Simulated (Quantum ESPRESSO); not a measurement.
# Hf (P6_3/mmc) in Quantum ESPRESSO: notebook

One crystal, Hf, is run at these levels: PBEsol, LDA; tasks: band structure, single point, equation of state.

Everything below comes from runs of Quantum ESPRESSO 7.5. Logs are shortened: lines on timing, memory, paths and dates and some standing lists are left out, and cuts for length are marked.

**1. Starting point**

Symmetry: P6_3/mmc, No. 194, hexagonal system. Conventional cell: a = 3.197 Å, b = 3.197 Å, c = 5.058 Å, α = 90.00°, β = 90.00°, γ = 120.00°. Around Hf (site symmetry -6m2) lie 12 Hf at 3.13 to 3.20 Å.

**2. Band structure, PBEsol**

The input, pw.in:

```
&CONTROL
  calculation = 'scf'
  prefix = 'pwscf'
  outdir = './tmp'
  pseudo_dir = './pseudo'
  tprnfor = .true.
  tstress = .true.
  disk_io = 'low'
/
&SYSTEM
  ibrav = 0
  celldm(1) = 8
  nat = 2
  ntyp = 1
  ecutwfc = 45
  ecutrho = 360
  nbnd = 19
  occupations = 'smearing'
  smearing = 'fd'
  degauss = 0.00367493
/
&ELECTRONS
  conv_thr = 4d-10
  electron_maxstep = 120
  mixing_beta = 0.5
/
ATOMIC_SPECIES
Hf   178.4900 hf_pbesol_v1.uspp.F.UPF
CELL_PARAMETERS alat
  0.7551109378239   0.0000000000000   0.0000000000000
 -0.3775554689119   0.6539452548363   0.0000000000000
  0.0000000000000   0.0000000000000   1.1947320991415
ATOMIC_POSITIONS crystal
Hf     0.6666666667    0.3333333333    0.7500000000
Hf     0.3333333333    0.6666666667    0.2500000000
K_POINTS automatic
10 10 5 0 0 0
```

The input, bands.in:

```
&CONTROL
  calculation = 'bands'
  prefix = 'pwscf'
  outdir = './tmp'
  pseudo_dir = './pseudo'
  disk_io = 'low'
  verbosity = 'high'
/
&SYSTEM
  ibrav = 0
  celldm(1) = 8
  nat = 2
  ntyp = 1
  ecutwfc = 45
  ecutrho = 360
  nbnd = 19
  occupations = 'smearing'
  smearing = 'fd'
  degauss = 0.00367493
/
&ELECTRONS
  conv_thr = 1d-08
  electron_maxstep = 120
  mixing_beta = 0.5
  diago_full_acc = .true.
  startingwfc = 'random'
/
ATOMIC_SPECIES
Hf   178.4900 hf_pbesol_v1.uspp.F.UPF
CELL_PARAMETERS alat
  0.7551109378239   0.0000000000000   0.0000000000000
 -0.3775554689119   0.6539452548363   0.0000000000000
  0.0000000000000   0.0000000000000   1.1947320991415
ATOMIC_POSITIONS crystal
Hf     0.6666666667    0.3333333333    0.7500000000
Hf     0.3333333333    0.6666666667    0.2500000000
K_POINTS crystal
60
 0.0000000000  0.0000000000  0.0000000000 1
 0.0714285714  0.0000000000  0.0000000000 1
 0.1428571429  0.0000000000  0.0000000000 1
 0.2142857143  0.0000000000  0.0000000000 1
 0.2857142857  0.0000000000  0.0000000000 1
 0.3571428571  0.0000000000  0.0000000000 1
 0.4285714286  0.0000000000  0.0000000000 1
 0.5000000000  0.0000000000  0.0000000000 1
 0.4583333333  0.0833333333  0.0000000000 1
 0.4166666667  0.1666666667  0.0000000000 1
 0.3750000000  0.2500000000  0.0000000000 1
 0.3333333333  0.3333333333  0.0000000000 1
 0.2962962963  0.2962962963  0.0000000000 1
 0.2592592593  0.2592592593  0.0000000000 1
 0.2222222222  0.2222222222  0.0000000000 1
 0.1851851852  0.1851851852  0.0000000000 1
 0.1481481481  0.1481481481  0.0000000000 1
 0.1111111111  0.1111111111  0.0000000000 1
 0.0740740741  0.0740740741  0.0000000000 1
 0.0370370370  0.0370370370  0.0000000000 1
 0.0000000000  0.0000000000  0.0000000000 1
 0.0000000000  0.0000000000  0.1250000000 1
 0.0000000000  0.0000000000  0.2500000000 1
 0.0000000000  0.0000000000  0.3750000000 1
 0.0000000000  0.0000000000  0.5000000000 1
 0.0625000000  0.0000000000  0.5000000000 1
 0.1250000000  0.0000000000  0.5000000000 1
 0.1875000000  0.0000000000  0.5000000000 1
 0.2500000000  0.0000000000  0.5000000000 1
 0.3125000000  0.0000000000  0.5000000000 1
 0.3750000000  0.0000000000  0.5000000000 1
 0.4375000000  0.0000000000  0.5000000000 1
 0.5000000000  0.0000000000  0.5000000000 1
 0.4666666667  0.0666666667  0.5000000000 1
 0.4333333333  0.1333333333  0.5000000000 1
 0.4000000000  0.2000000000  0.5000000000 1
 0.3666666667  0.2666666667  0.5000000000 1
 0.3333333333  0.3333333333  0.5000000000 1
 0.3030303030  0.3030303030  0.5000000000 1
 0.2727272727  0.2727272727  0.5000000000 1
 0.2424242424  0.2424242424  0.5000000000 1
 0.2121212121  0.2121212121  0.5000000000 1
 0.1818181818  0.1818181818  0.5000000000 1
 0.1515151515  0.1515151515  0.5000000000 1
 0.1212121212  0.1212121212  0.5000000000 1
 0.0909090909  0.0909090909  0.5000000000 1
 0.0606060606  0.0606060606  0.5000000000 1
 0.0303030303  0.0303030303  0.5000000000 1
 0.0000000000  0.0000000000  0.5000000000 1
 0.5000000000  0.0000000000  0.5000000000 1
 0.5000000000  0.0000000000  0.3750000000 1
 0.5000000000  0.0000000000  0.2500000000 1
 0.5000000000  0.0000000000  0.1250000000 1
 0.5000000000  0.0000000000  0.0000000000 1
 0.3333333333  0.3333333333  0.0000000000 1
 0.3333333333  0.3333333333  0.1000000000 1
 0.3333333333  0.3333333333  0.2000000000 1
 0.3333333333  0.3333333333  0.3000000000 1
 0.3333333333  0.3333333333  0.4000000000 1
 0.3333333333  0.3333333333  0.5000000000 1
```

Potentials or basis: GBRV 1.5 PBEsol.

Run with:

```bash
OMP_NUM_THREADS=1 mpirun -n 2 pw.x -nk 2 -in pw.in > pw.out
OMP_NUM_THREADS=1 mpirun -n 2 pw.x -nk 2 -in bands.in > bands.out
```

pw.out:

```text
This program is part of the open-source Quantum ESPRESSO suite
     for quantum simulation of materials; please cite
         "P. Giannozzi et al., J. Phys.:Condens. Matter 21 395502 (2009);
         "P. Giannozzi et al., J. Phys.:Condens. Matter 29 465901 (2017);
         "P. Giannozzi et al., J. Chem. Phys. 152 154105 (2020);
     in publications or presentations arising from this work. More details at

     Message from routine setup:
     using ibrav=0 with symmetry is DISCOURAGED, use correct ibrav instead

     K-points division:     npool     =       2
     Subspace diagonalization in iterative solution of the eigenvalue problem:
     a serial algorithm will be used

     G-vector sticks info
     --------------------
     sticks:   dense  smooth     PW     G-vecs:    dense   smooth      PW
     Sum         913     451    139                34905    12299    2045

     Using Slab Decomposition

     bravais-lattice index     =            0
     lattice parameter (alat)  =       8.0000  a.u.
     unit-cell volume          =     302.0596 (a.u.)^3
     number of atoms/cell      =            2
     number of atomic types    =            1
     number of electrons       =        24.00
     number of Kohn-Sham states=           19
     kinetic-energy cutoff     =      45.0000  Ry
     charge density cutoff     =     360.0000  Ry
     scf convergence threshold =      4.0E-10
     mixing beta               =       0.5000
     number of iterations used =            8  plain     mixing
     Exchange-correlation= SLA  PW   PSX  PSC
                           (   1   4  10   8   0   0   0)

     celldm(1)=   8.000000  celldm(2)=   0.000000  celldm(3)=   0.000000
     celldm(4)=   0.000000  celldm(5)=   0.000000  celldm(6)=   0.000000

     crystal axes: (cart. coord. in units of alat)
               a(1) = (   0.755111   0.000000   0.000000 )
               a(2) = (  -0.377555   0.653945   0.000000 )
               a(3) = (   0.000000   0.000000   1.194732 )

     reciprocal axes: (cart. coord. in units 2 pi/alat)
               b(1) = (  1.324309  0.764590 -0.000000 )
               b(2) = (  0.000000  1.529180  0.000000 )
               b(3) = (  0.000000 -0.000000  0.837008 )

     PseudoPot. # 1 for Hf read from file:
     hf_pbesol_v1.uspp.F.UPF
     Pseudo is Ultrasoft + core correction, Zval = 12.0
     Generated by new atomic code, or converted to UPF format
     Using radial grid of  921 points,  8 beta functions with:
                l(1) =   0
                l(2) =   0
                l(3) =   0
                l(4) =   1
                l(5) =   1
                l(6) =   2
                l(7) =   2
                l(8) =   3
     Q(r) pseudized with  6 coefficients,  rinner =    1.200   1.200   1.200
                                                       1.200   1.200   1.200
                                                       1.200

     atomic species   valence    mass     pseudopotential
     Hf               12.00   178.49000     Hf( 1.00)

     24 Sym. Ops., with inversion, found (12 have fractional translation)

   Cartesian axes

     site n.     atom                  positions (alat units)
         1        Hf     tau(   1) = (   0.3775555   0.2179818   0.8960491  )
         2        Hf     tau(   2) = (  -0.0000000   0.4359635   0.2986830  )

     number of k points=    42  Fermi-Dirac smearing, width (Ry)=  0.0037
                       cart. coord. in units 2pi/alat
        k(    1) = (   0.0000000   0.0000000   0.0000000), wk =   0.0040000
        k(    2) = (   0.0000000   0.0000000   0.1674015), wk =   0.0080000
        k(    3) = (   0.0000000   0.0000000   0.3348031), wk =   0.0080000
        k(    4) = (   0.0000000   0.1529180   0.0000000), wk =   0.0240000
        k(    5) = (   0.0000000   0.1529180   0.1674015), wk =   0.0480000
        k(    6) = (   0.0000000   0.1529180   0.3348031), wk =   0.0480000
[... 34 lines left out ...]
        k(   41) = (   0.3972926   0.6881310   0.1674015), wk =   0.0480000
        k(   42) = (   0.3972926   0.6881310   0.3348031), wk =   0.0480000

     Dense  grid:    34905 G-vectors     FFT dimensions: (  40,  40,  60)

     Smooth grid:    12299 G-vectors     FFT dimensions: (  25,  25,  48)

     Initial potential from superposition of free atoms

     starting charge      20.0000, renormalised to      24.0000

     negative rho (up, down):  2.616E-01 0.000E+00
     Starting wfcs are   26 randomized atomic wfcs

     Self-consistent Calculation

     iteration #  1     ecut=    45.00 Ry     beta= 0.50
     Davidson diagonalization with overlap
     ethr =  1.00E-02,  avg # of iterations =  2.5

     negative rho (up, down):  2.276E-01 0.000E+00

     total energy              =    -316.78748606 Ry
     estimated scf accuracy    <       4.72156189 Ry

     iteration #  2     ecut=    45.00 Ry     beta= 0.50
     Davidson diagonalization with overlap
     ethr =  1.00E-02,  avg # of iterations =  2.0
[... 69 lines left out ...]
     iteration # 10     ecut=    45.00 Ry     beta= 0.50
     Davidson diagonalization with overlap
     ethr =  2.86E-12,  avg # of iterations =  2.2

     negative rho (up, down):  2.282E-01 0.000E+00

     End of self-consistent calculation

          k = 0.0000 0.0000 0.0000 (  1533 PWs)   bands (ev):

   -47.2476 -47.1760 -16.3903 -15.6416 -15.6416 -15.5143 -15.5123 -15.5123
     7.2110  10.8828  15.2477  15.7753  15.7753  16.0540  16.5968  16.5968
    17.2303  17.2303  19.9420

          k = 0.0000 0.0000 0.1674 (  1551 PWs)   bands (ev):

   -47.2408 -47.1829 -16.3118 -15.6294 -15.6294 -15.6037 -15.5249 -15.5249
     7.5749  10.6670  14.8194  15.6157  15.6157  15.7436  16.3190  16.3190
    17.7811  17.7811  20.0540
[... 73 lines left out ...]
          k = 0.0000 0.6117 0.3348 (  1536 PWs)   bands (ev):

   -47.1841 -47.1744 -16.2642 -16.2036 -15.7864 -15.7313 -15.6894 -15.6666
    10.8935  11.4508  13.3783  13.8301  15.3860  15.6517  16.6233  17.8940
    19.8245  20.1257  20.4798

          k = 0.0000-0.7646 0.0000 (  1538 PWs)   bands (ev):

   -47.1876 -47.1640 -16.2160 -16.0681 -16.0206 -15.8185 -15.7372 -15.6026
    11.2390  11.8507  12.3724  13.8032  15.3821  15.4645  16.2723  20.5049
    21.0184  21.0824  21.5410

          k = 0.0000-0.7646 0.1674 (  1540 PWs)   bands (ev):

   -47.1853 -47.1663 -16.2737 -16.1389 -15.9194 -15.7983 -15.7050 -15.6236
    11.0051  11.8374  13.0066  13.3773  15.6901  15.8795  15.9380  19.7621
    20.6178  20.9774  21.2482

          k = 0.0000-0.7646 0.3348 (  1518 PWs)   bands (ev):

   -47.1794 -47.1721 -16.3042 -16.2499 -15.7770 -15.7450 -15.6978 -15.6782
    11.0082  11.4443  13.3981  13.6998  15.5883  15.9983  16.5907  18.0092
    20.7243  20.7788  20.8010

          k = 0.1324 0.2294 0.0000 (  1549 PWs)   bands (ev):

   -47.2334 -47.1709 -16.3149 -15.7823 -15.7290 -15.6398 -15.5508 -15.5438
     8.0834  11.7124  14.2659  14.4935  15.8065  16.2457  16.6542  16.7686
    16.9060  17.4943  20.3789
[... 133 lines left out ...]
          k = 0.3973 0.6881 0.3348 (  1537 PWs)   bands (ev):

   -47.1733 -47.1705 -16.1888 -16.1768 -15.9890 -15.9101 -15.6773 -15.6531
    12.4539  12.5250  13.3448  13.5059  14.3132  14.5604  16.6989  17.5713
    19.7049  20.0421  22.1330

     the Fermi energy is    14.5878 ev

!    total energy              =    -317.06888848 Ry
     estimated scf accuracy    <          1.1E-11 Ry
     smearing contrib. (-TS)   =      -0.00080731 Ry
     internal energy E=F+TS    =    -317.06808117 Ry

     The total energy is F=E-TS. E is the sum of the following terms:
     one-electron contribution =     -37.90393135 Ry
     hartree contribution      =      27.51941706 Ry
     xc contribution           =    -150.51420047 Ry
     ewald contribution        =    -156.16936642 Ry

     convergence has been achieved in  10 iterations

     negative rho (up, down):  2.282E-01 0.000E+00

     Forces acting on atoms (cartesian axes, Ry/au):

     atom    1 type  1   force =     0.00000000    0.00000000    0.00000000
     atom    2 type  1   force =     0.00000000    0.00000000    0.00000000

     Total force =     0.000000     Total SCF correction =     0.000000

     Computing stress (Cartesian axis) and pressure

     negative rho (up, down):  2.282E-01 0.000E+00
          total   stress  (Ry/bohr**3)                   (kbar)     P=      -38.72
  -0.00025156   0.00000000  -0.00000000          -37.01        0.00       -0.00
   0.00000000  -0.00025156  -0.00000000            0.00      -37.01       -0.00
   0.00000000   0.00000000  -0.00028661            0.00        0.00      -42.16

=------------------------------------------------------------------------------=
   JOB DONE.
=------------------------------------------------------------------------------=
```

Wall time 23 s (2 MPI ranks of Arm Neoverse V2, shared host); peak memory 0.36 GiB.

Results:

```
Free energy            : -4313.9420 eV
Pressure               : -3.9 GPa
Band gap on the k mesh : none (metal or under the smearing width)
```

Levels at the corners of the path, in eV from the Fermi level:
```tsv
point	band 8	band 9	band 10	band 11	band 12	band 13	band 14	band 15	band 16	band 17
Γ	-30.10	-7.38	-3.71	0.66	1.19	1.19	1.47	2.01	2.01	2.64
M	-30.19	-3.35	-2.74	-2.22	-0.78	0.79	0.88	1.68	5.92	6.43
K	-30.42	-2.12	-1.78	-1.78	-1.42	0.37	0.37	2.05	5.22	5.22
Γ	-30.10	-7.38	-3.71	0.66	1.19	1.19	1.47	2.01	2.01	2.64
A	-30.17	-5.40	-5.40	0.16	0.16	1.08	1.08	1.08	1.08	4.81
L	-30.30	-3.40	-3.40	-0.97	-0.97	1.19	1.19	2.65	2.65	6.12
H	-30.24	-1.76	-1.76	-1.45	-1.45	-0.18	-0.18	2.52	2.52	5.08
A	-30.17	-5.40	-5.40	0.16	0.16	1.08	1.08	1.08	1.08	4.81
L	-30.30	-3.40	-3.40	-0.97	-0.97	1.19	1.19	2.65	2.65	6.12
M	-30.19	-3.35	-2.74	-2.22	-0.78	0.79	0.88	1.68	5.92	6.43
K	-30.42	-2.12	-1.78	-1.78	-1.42	0.37	0.37	2.05	5.22	5.22
H	-30.24	-1.76	-1.76	-1.45	-1.45	-0.18	-0.18	2.52	2.52	5.08
```

Caveat: spin-orbit coupling is left out, which moves the levels of the heavy elements.

**3. Single point, LDA, 21.04 Å³/atom**

The input, pw.in:

```
&CONTROL
  calculation = 'scf'
  prefix = 'pwscf'
  outdir = './tmp'
  pseudo_dir = './pseudo'
  tprnfor = .true.
  tstress = .true.
  disk_io = 'nowf'
/
&SYSTEM
  ibrav = 0
  nat = 2
  ntyp = 1
  ecutwfc = 45
  ecutrho = 360
  nbnd = 19
  occupations = 'smearing'
  smearing = 'fd'
  degauss = 0.00367493
/
&ELECTRONS
  conv_thr = 4d-10
  electron_maxstep = 120
  mixing_beta = 0.5
/
ATOMIC_SPECIES
Hf   178.4900 hf_lda_v1.uspp.F.UPF
CELL_PARAMETERS angstrom
   3.1314429137    0.0000000000    0.0000000000
  -1.5657214569    2.7119091138    0.0000000000
   0.0000000000    0.0000000000    4.9545506207
ATOMIC_POSITIONS crystal
Hf     0.6666666667    0.3333333333    0.7500000000
Hf     0.3333333333    0.6666666667    0.2500000000
K_POINTS automatic
10 10 5 0 0 0
```

Potentials or basis: GBRV 1.5 LDA.

Run with:

```bash
OMP_NUM_THREADS=1 mpirun -n 2 pw.x -nk 2 -in pw.in > pw.out
```

It took 9.8 s on 2 MPI ranks of Arm Neoverse V2, shared host; peak memory 0.34 GiB.

The run converged. Its results:

```
Free energy            : -4315.1654 eV
Pressure               : -1.2 GPa
Band gap on the k mesh : none (metal or under the smearing width)
```

**4. Single point, LDA, 21.49 Å³/atom**

pw.in: that of step 3 with these lines changed.

```diff
@@ -28,5 +28,5 @@
 CELL_PARAMETERS angstrom
-   3.1314429137    0.0000000000    0.0000000000
-  -1.5657214569    2.7119091138    0.0000000000
-   0.0000000000    0.0000000000    4.9545506207
+   3.1534960552    0.0000000000    0.0000000000
+  -1.5767480276    2.7310076946    0.0000000000
+   0.0000000000    0.0000000000    4.9894429718
 ATOMIC_POSITIONS crystal
```

Run with:

```bash
OMP_NUM_THREADS=1 mpirun -n 2 pw.x -nk 2 -in pw.in > pw.out
```

Run time: 12 s. Hardware: 2 MPI ranks of Arm Neoverse V2, shared host; peak memory 0.34 GiB.

Results (log left out):

```
Free energy            : -4315.1540 eV
Pressure               : -3.6 GPa
Band gap on the k mesh : none (metal or under the smearing width)
```

(Part 1 of 2 ends here.)
